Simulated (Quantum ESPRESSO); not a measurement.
**Cr: equation of state with LDA**

The system is Cr.

```
Cr
1.0
     1.14705   -2.46703    0.00000
     1.14705    2.46703    0.00000
     0.00000    0.00000    4.06431
Cr
2
Direct
  0.87053 0.12947 0.75000
  0.12947 0.87053 0.25000
```

This isn't the form of Cr at room conditions, which is bcc.

| Quantity | Value |
| --- | --- |
| Program | Quantum ESPRESSO 7.5 |
| Task | equation of state |
| Functional | LDA |
| Potentials or basis | GBRV 1.5 LDA |
| Cutoff | 612 eV |
| Density cutoff | 4898 eV |
| k mesh | 13 × 13 × 7 |
| Occupations | fermi-dirac, width 0.05 eV |
| Spin | collinear spin, ferromagnetic start |
| Starting moments | [3.0, 3.0] μB |
| Form of the LDA correlation | PZ81 |
| Mixing beta | 0.3 |
| Most SCF iterations | 120 |
| SCF threshold | 4e-10 Ry |

| Property | Result |
| --- | --- |
| Equilibrium volume | 11.12 Å³/atom |
| Bulk modulus at fixed shape and positions | 278 GPa |
| Pressure derivative of the bulk modulus | 4.2 |

Energy against volume, from the lowest point:
```tsv
volume (Å³/atom)	energy (meV/atom)
10.811	7.28
11.041	0.00
11.271	1.30
11.501	10.29
11.731	26.18
11.961	48.31
12.191	75.98
```

All runs of the series together: 5.6 min on 2 threads of Intel(R) Xeon(R) 6975P-C (Granite Rapids), on a shared host.

Caveat: the cell was scaled at fixed shape and fractional positions, which overstates the stiffness of a crystal with free parameters, most of all of layers and chains.
